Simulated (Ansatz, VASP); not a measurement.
# One calculation of Si, two programs

```xyz
2
Lattice="0.0000 2.7219 2.7219 2.7219 0.0000 2.7219 2.7219 2.7219 0.0000" Properties=species:S:1:pos:R:3 pbc="T T T"
Si    2.7219    2.7219    2.7219
Si    4.0828    4.0828    4.0828
```

Alike in both runs: task relaxation of cell and atoms; functional revPBE; k mesh 8 × 8 × 8; occupations fermi-dirac, width 0.05 eV; no spin polarisation.

|  | VASP | Ansatz |
| --- | --- | --- |
| version | VASP 6.6.1 | Ansatz 0.2.0 |
| potentials or method | VASP PAW PBE potentials, release 64 (Si) | Ansatz PAW |
| plane-wave cutoff (eV) | 600 | 420 |
| valence electrons in the cell | 8 | 8 |

```csv
,VASP,Ansatz,Ansatz less VASP
"gap on the k mesh at the Fermi level, each at its own relaxed structure (eV)",0.71,0.71,+0.004
relaxed volume (Å³/atom),20.68,20.72,+0.038
relaxed cell length with the largest relative difference (Å),3.882,3.884,+0.0024
energy change over the relaxation (meV/atom),-4,-4,-0.7
```

Caveats: the PAW data sets were made with another functional, which shifts forces and pressure a little (VASP); the plane-wave basis is chosen anew once the cell has moved, so the energies of steps on either side of that aren't comparable (Ansatz); the PAW data sets come from PBE, with cores solved anew for the run's functional, which leaves a small shift of forces and pressure (Ansatz). A k mesh can miss the band edges.
